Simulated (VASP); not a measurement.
# Te2Mo in VASP: a series of runs

Aim: see how the results for Te2Mo move with the level of theory and the settings. Levels: PBE, PBE+D3(BJ). Tasks: relaxation of cell and atoms.

Program: VASP 6.6.1. These are calculated values, not measurements. Logs are shortened: lines on timing, memory, paths and dates and some standing lists are left out, and cuts for length are marked.

### 1 The structure

The cell holds a slab with vacuum, 3 atoms: a = 3.518 Å, b = 3.518 Å, c = 21.605 Å, α = 90.00°, β = 90.00°, γ = 120.00°.

### 2 Relaxation of cell and atoms, PBE

Input file INCAR:

```
ALGO = Normal ; EDIFF = 1E-6
EDIFFG = -0.01 ; ENCUT = 600
GGA = PE ; IBRION = 2
ISIF = 3 ; ISMEAR = 0
LASPH = True ; LATTICE_CONSTRAINTS = .TRUE. .TRUE. .FALSE.
LCHARG = False ; LREAL = False
LWAVE = False ; NELM = 80
NSW = 90 ; PREC = Accurate
SIGMA = 0.03
```

Input file KPOINTS:

```
k-points
0
Gamma
  12 12 1
```

Input file POSCAR:

```
Te2Mo
1.0
    3.5182000000      0.0000000000      0.0000000000
   -1.7591000000      3.0468505800      0.0000000000
    0.0000000000      0.0000000000     21.6051888000
Te Mo
2 1
Direct
    0.3333333300      0.6666666700      0.4165666000
    0.3333333300      0.6666666700      0.5834334000
    0.6666666700      0.3333333300      0.5000000000
```

Potentials or basis: VASP PAW PBE potentials, release 64 (Te, Mo_sv).

The run is started by

```bash
$ cat potpaw_PBE.64/Te/POTCAR potpaw_PBE.64/Mo_sv/POTCAR > POTCAR
$ mpirun -np 1 vasp_std > vasp.out
```

OUTCAR:

```text
EDIFF = 1E-6
   EDIFFG = -0.01
   ENCUT = 600
   GGA = PE
   IBRION = 2
   ISIF = 3
   ISMEAR = 0
   LASPH = True
   LREAL = False
   NELM = 80
   NSW = 90
   PREC = Accurate

 ion  position               nearest neighbor table
   1  0.333  0.667  0.417-   3 2.72   3 2.72   3 2.72   2 3.61
   2  0.333  0.667  0.583-   3 2.72   3 2.72   3 2.72   1 3.61
   3  0.667  0.333  0.500-   1 2.72   2 2.72   1 2.72   2 2.72   1 2.72   2 2.72

  LATTYP: Found a hexagonal cell.
 ALAT       =     3.5182000000
 C/A-ratio  =     6.1409780001

  Lattice vectors:

 A1 = (   3.5182000000,   0.0000000000,   0.0000000000)
 A2 = (  -1.7591000000,   3.0468505800,   0.0000000000)
 A3 = (   0.0000000000,   0.0000000000,  21.6051888000)

Analysis of symmetry for initial positions (statically):
=====================================================================
 Subroutine PRICEL returns:
 Original cell was already a primitive cell.

 Routine SETGRP: Setting up the symmetry group for a
 hexagonal supercell.

 Subroutine GETGRP returns: Found 12 space group operations
 (whereof 12 operations were pure point group operations)
 out of a pool of 24 trial point group operations.

The static configuration has the point symmetry D_3h.

Analysis of symmetry for dynamics (positions and initial velocities):
=====================================================================
 Subroutine PRICEL returns:
 Original cell was already a primitive cell.

 Routine SETGRP: Setting up the symmetry group for a
 hexagonal supercell.

 Subroutine GETGRP returns: Found 12 space group operations
 (whereof 12 operations were pure point group operations)
 out of a pool of 24 trial point group operations.

The dynamic configuration has the point symmetry D_3h.

 Subroutine INISYM returns: Found 12 space group operations
 (whereof 12 operations are pure point group operations),
 and found     1 'primitive' translations

----------------------------------------------------------------------------------------

                                     Primitive cell

  volume of cell :     231.5953

  direct lattice vectors                    reciprocal lattice vectors
     3.518200000  0.000000000  0.000000000     0.284236257  0.164103879  0.000000000
    -1.759100000  3.046850580  0.000000000     0.000000000  0.328207759  0.000000000
     0.000000000  0.000000000 21.605188800     0.000000000  0.000000000  0.046285178

  length of vectors
     3.518200000  3.518200004 21.605188800     0.328207759  0.328207759  0.046285178

  position of ions in fractional coordinates (direct lattice)
     0.333333330  0.666666670  0.416566600
     0.333333330  0.666666670  0.583433400
     0.666666670  0.333333330  0.500000000

  ion indices of the primitive-cell ions
   primitive index   ion index
                 1           1
                 2           2
                 3           3

----------------------------------------------------------------------------------------

 KPOINTS: k-points

Automatic generation of k-mesh.
 Grid dimensions read from file:
 generate k-points for:   12   12    1

 Generating k-lattice:

  Cartesian coordinates                     Fractional coordinates (reciprocal lattice)
     0.023686355  0.013675323  0.000000000     0.083333333  0.000000000  0.000000000
     0.000000000  0.027350647  0.000000000     0.000000000  0.083333333  0.000000000
     0.000000000  0.000000000  0.046285178     0.000000000  0.000000000  1.000000000

  Length of vectors
     0.027350647  0.027350647  0.046285178

  Shift w.r.t. Gamma in fractional coordinates (k-lattice)
     0.000000000  0.000000000  0.000000000

 Subroutine IBZKPT returns following result:
 ===========================================

 Found     19 irreducible k-points:

 Following reciprocal coordinates:
            Coordinates               Weight
  0.000000  0.000000  0.000000      1.000000
  0.083333 -0.000000  0.000000      6.000000
  0.166667 -0.000000  0.000000      6.000000
  0.250000 -0.000000  0.000000      6.000000
  0.333333 -0.000000  0.000000      6.000000
  0.416667 -0.000000  0.000000      6.000000
[... 11 lines left out ...]
  0.333333  0.250000  0.000000     12.000000
  0.333333  0.333333  0.000000      2.000000
   k-points           NKPTS =     19   k-points in BZ     NKDIM =     19   number of bands    NBANDS=     17
   number of dos      NEDOS =    301   number of ions     NIONS =      3
   total plane-waves  NPLWV = 141120
   dimension x,y,z NGX =    28 NGY =   28 NGZ =  180
   dimension x,y,z NGXF=    56 NGYF=   56 NGZF=  360
   ions per type =               2   1
   NGX,Y,Z   is equivalent  to a cutoff of  13.23, 13.23, 13.85 a.u.
   NGXF,Y,Z  is equivalent  to a cutoff of  26.46, 26.46, 27.70 a.u.
 SYSTEM =  unknown system
   PREC   = accura    normal or accurate (medium, high low for compatibility)
   ISTART =      0    job   : 0-new  1-cont  2-samecut
   ICHARG =      2    charge: 1-file 2-atom 10-const
   ISPIN  =      1    spin polarized calculation?
   LNONCOLLINEAR =      F non collinear calculations
   LSORBIT =      F    spin-orbit coupling
   LASPH  =      T    aspherical Exc in radial PAW
   ENCUT  =  600.0 eV  44.10 Ry    6.64 a.u.   7.03  7.03 43.15*2*pi/ulx,y,z
   NELM   =     80;   NELMIN=  2; NELMDL= -5     # of ELM steps
   EDIFF  = 0.1E-05   stopping-criterion for ELM
   LREAL  =      F    real-space projection
   EDIFFG = -.1E-01   stopping-criterion for IOM
   NSW    =     90    number of steps for IOM
   IBRION =      2    ionic relax: 0-MD 1-quasi-New 2-CG
   NFREE  =      1    steps in history (QN), initial steepest desc. (CG)
   ISIF   =      3    stress and relaxation
   ISYM   =      2    0-nonsym 1-usesym 2-fastsym
   POTIM  = 0.5000    time-step for ionic-motion
   TEBEG  =    0.0;   TEEND  =   0.0 temperature during run
   PSTRESS=    0.0 pullay stress
   NELECT =      26.0000    total number of electrons
   NUPDOWN=      -1.0000    fix difference up-down
   EMIN   =  10.00;   EMAX   =-10.00  energy-range for DOS
   EFERMI =   0.00;   METHOD = LEGACY
   ISMEAR =     0;   SIGMA  =   0.03  broadening in eV -4-tet -1-fermi 0-gaus
   EFERMI_NEDOS =   21; number of points for ismear=-14 and -15
   IALGO  =     38    algorithm
   IMIX   =      4    mixing-type and parameters
     AMIX     =   0.40;   BMIX     =  1.00
     AMIX_MAG =   1.60;   BMIX_MAG =  1.00
  volume/ion in A,a.u.               =      77.20       520.96
  Fermi-wavevector in a.u.,A,eV,Ry     =   0.789750  1.492410  8.486012  0.623704
  Thomas-Fermi vector in A             =   1.894954
   LORBIT       =      0    0 simple, 1 ext, 2 COOP (PROOUT), +10 PAW based schemes
   GGA     = PE    functional components
   LHFCALC =     F    Hartree Fock is set to
   AEXX    =    0.0000 exact exchange contribution
   IVDW    =     0    specifies the selected vdW correction
   LEPSILON=     F    determine dielectric tensor
   LRPA    =     F    only Hartree local field effects (RPA)
 conjugate gradient relaxation of ions
 non-spin polarized calculation
 Gauss-broadening in eV      SIGMA  =   0.03
  energy-cutoff  :      600.00
  volume of cell :      231.60
 maximum number of plane-waves:      7761
   NGX = 15   NGY = 15   NGZ = 87

--------------------------------------- Ionic step        1  -------------------------------------------

 number of electron      26.0000001 magnetization

 Free energy of the ion-electron system (eV)
  ---------------------------------------------------
  ext. energy  EPLUGINS =         0.00000000
  ---------------------------------------------------
  free energy    TOTEN  =       -18.01186218 eV

  energy without entropy =      -18.01186218  energy(sigma->0) =      -18.01186218

------------------------ aborting loop because EDIFF is reached ----------------------------------------

  FORCE on cell =-STRESS in cart. coord.  units (eV):
  Direction    XX          YY          ZZ          XY          YZ          ZX
  --------------------------------------------------------------------------------------
  -------------------------------------------------------------------------------------
  Total        1.0709734      1.0709734      0.9720199      0.0000000      0.0000000      0.0000000
  in kB        7.4089990      7.4089990      6.7244377      0.0000000      0.0000000      0.0000000
  external PRESSURE =       7.1808119 kB  Pullay stress =       0.0000000 kB

 VOLUME and BASIS-vectors are now :
 -----------------------------------------------------------------------------
  energy-cutoff  :      600.00
  volume of cell :      231.60
      direct lattice vectors                 reciprocal lattice vectors
     3.518200000  0.000000000  0.000000000     0.284236257  0.164103879  0.000000000
    -1.759100000  3.046850580  0.000000000     0.000000000  0.328207759  0.000000000
     0.000000000  0.000000000 21.605188800     0.000000000  0.000000000  0.046285178
[... 38 lines left out ...]
 POSITION                                       TOTAL-FORCE (eV/Angst)
 -----------------------------------------------------------------------------------
     -0.00000      2.06622      8.98674        -0.000000      0.000000      0.204127
     -0.00000      2.06622     12.61845        -0.000000      0.000000     -0.204127
      1.78940      1.03311     10.80259         0.000000     -0.000000      0.000000
 -----------------------------------------------------------------------------------
    total drift:                               -0.000026      0.000015      0.000000

  FREE ENERGIE OF THE ION-ELECTRON SYSTEM (eV)
  ---------------------------------------------------
  free  energy   TOTEN  =       -18.0173562619 eV

  energy  without entropy=      -18.0173562619  energy(sigma->0) =      -18.01735626

--------------------------------------- Ionic step        3  -------------------------------------------

 number of electron      26.0000001 magnetization

 Free energy of the ion-electron system (eV)
  ---------------------------------------------------
  ext. energy  EPLUGINS =         0.00000000
  ---------------------------------------------------
  free energy    TOTEN  =       -18.02418314 eV

  energy without entropy =      -18.02418314  energy(sigma->0) =      -18.02418314

 E-fermi :  -0.6097     XC(G=0):  -3.8611

 val. band max:       -0.7930699293   @ k =   0.3333   0.3333   0.0000
 cond. band min:       0.2906915970   @ k =   0.3333   0.3333   0.0000
 fundamental gap:      1.0837615262
 Fermi energy:        -0.6096760506

 k-point     1 :       0.0000    0.0000    0.0000
  band No.  band energies     occupation
      1     -61.4842      2.00000
      2     -35.6315      2.00000
      3     -35.5254      2.00000
      4     -35.5254      2.00000
      5     -13.3294      2.00000
      6     -12.3974      2.00000
[... 9 lines left out ...]
     16       2.5309      0.00000
     17       2.5309      0.00000
[... 380 lines left out ...]
 POSITION                                       TOTAL-FORCE (eV/Angst)
 -----------------------------------------------------------------------------------
     -0.00000      2.05108      8.99248        -0.000000     -0.000000      0.004784
     -0.00000      2.05108     12.61271         0.000000     -0.000000     -0.004784
      1.77629      1.02554     10.80259         0.000000      0.000000     -0.000000
 -----------------------------------------------------------------------------------
    total drift:                               -0.000026      0.000015      0.000000

  FREE ENERGIE OF THE ION-ELECTRON SYSTEM (eV)
  ---------------------------------------------------
  free  energy   TOTEN  =       -18.0241831391 eV

  energy  without entropy=      -18.0241831391  energy(sigma->0) =      -18.02418314

 reached required accuracy - stopping structural energy minimisation
```

It took 2.4 min on 1 thread of Intel Xeon 6975P-C (Granite Rapids), shared host; peak memory 0.45 GiB.

What came out:

```yaml
Free_energy: -18.0242 eV
Relaxed_volume: 78.71 Å³/atom
Relaxed_cell: a = 3.553 Å, b = 3.553 Å, c = 21.605 Å, α = 90.00°, β = 90.00°, γ = 120.00°
Space_group_after_relaxing_to_0.05_Å: P-6m2 (No. 187)
Energy_gained_by_relaxing: 4.1 meV/atom
Ionic_steps: 3
Largest_force_after_relaxing: 0.005 eV/Å
Band_gap_on_the_k_mesh: 1.08 eV, direct
```

Forces in eV/Å, atoms in the order of the input:
```
Te   0.000  0.000  0.005
Te   0.000  0.000 -0.005
Mo   0.000  0.000  0.000
```

The path:
| step | energy change (eV) | largest force (eV/Å) | pressure (GPa) | volume (Å³) |
| --- | --- | --- | --- | --- |
| 1 | 0.0000 | 0.2749 | 0.72 | 231.60 |
| 2 | -0.0055 | 0.2041 | -0.51 | 239.64 |
| 3 | -0.0123 | 0.0048 | 0.00 | 236.14 |

Final structure:
```xyz
3
Lattice="3.5526 0.0000 0.0000 -1.7763 3.0766 0.0000 0.0000 0.0000 21.6052" Properties=species:S:1:pos:R:3 pbc="T T T"
Te    0.0000    2.0511    8.9925
Te    0.0000    2.0511   12.6127
Mo    1.7763    1.0255   10.8026
```

Caveat: spin-orbit coupling is left out, which moves the levels of the heavy elements. Zero-point motion and thermal expansion aren't in these numbers.

### 3 Relaxation of cell and atoms, PBE

This run uses another cell than the first one, of 78.71 Å³/atom, 1.020 times its volume.

INCAR, as its differences from that of step 2:

```diff
@@ -1,3 +1,3 @@
-ALGO = Normal ; EDIFF = 1E-6
-EDIFFG = -0.01 ; ENCUT = 600
+ALGO = Normal ; EDIFF = 1E-7
+EDIFFG = -0.005 ; ENCUT = 600
 GGA = PE ; IBRION = 2
```

KPOINTS is that of step 2.

Input file POSCAR:

```
Te2Mo                                   
1.0
    3.5525804471      0.0000000000      0.0000000000
   -1.7762902236      3.0766249207      0.0000000000
    0.0000000000      0.0000000000     21.6051888000
  Te              Mo            
     2     1
Direct
     0.3333333300000021    0.6666666699999979    0.4162183370129645
     0.3333333300000021    0.6666666699999979    0.5837816629870355
     0.6666666699999979    0.3333333300000021    0.5000000000000000
```

Potentials or basis: VASP PAW PBE potentials, release 64 (Te, Mo_sv).

The run is started by

```bash
$ cat potpaw_PBE.64/Te/POTCAR potpaw_PBE.64/Mo_sv/POTCAR > POTCAR
$ mpirun -np 1 vasp_std > vasp.out
```

Wall time 76 s (1 thread of Intel Xeon 6975P-C (Granite Rapids), shared host); peak memory 0.42 GiB.

The run converged. Its results:

* Free energy: -18.0245 eV
* Largest force after relaxing: 0.005 eV/Å
* Band gap on the k mesh: 1.08 eV, direct

Forces on the atoms (eV/Å):
```
Te   0.000  0.000  0.005
Te   0.000  0.000 -0.005
Mo   0.000  0.000  0.000
```

Final structure:
```yaml
crystal:
  lattice:
    - [3.55258, 0.00000, 0.00000]
    - [-1.77629, 3.07662, 0.00000]
    - [0.00000, 0.00000, 21.60519]
  atoms:
    - { symbol: Te, position: [0.33333, 0.66667, 0.41622] }
    - { symbol: Te, position: [0.33333, 0.66667, 0.58378] }
    - { symbol: Mo, position: [0.66667, 0.33333, 0.50000] }
```

Levels at points of the mesh, in eV from the valence-band top:
| k point | band 9 | band 10 | band 11 | band 12 | band 13 | band 14 | band 15 | band 16 | band 17 |
| --- | --- | --- | --- | --- | --- | --- | --- | --- | --- |
| (0.00, 0.00, 0.00) | -1.63 | -1.63 | -0.87 | -0.87 | -0.46 | 3.05 | 3.05 | 3.32 | 3.32 |
| (0.50, 0.00, 0.00) | -3.28 | -2.26 | -1.62 | -0.73 | -0.31 | 1.40 | 1.73 | 3.26 | 3.64 |

Caveat: the relaxation stopped at its first step, so nothing moved; spin-orbit coupling is left out, which moves the levels of the heavy elements. Expect the measured gap to be larger: semilocal functionals such as PBE lack the derivative discontinuity.

[end of part 1 of 2]
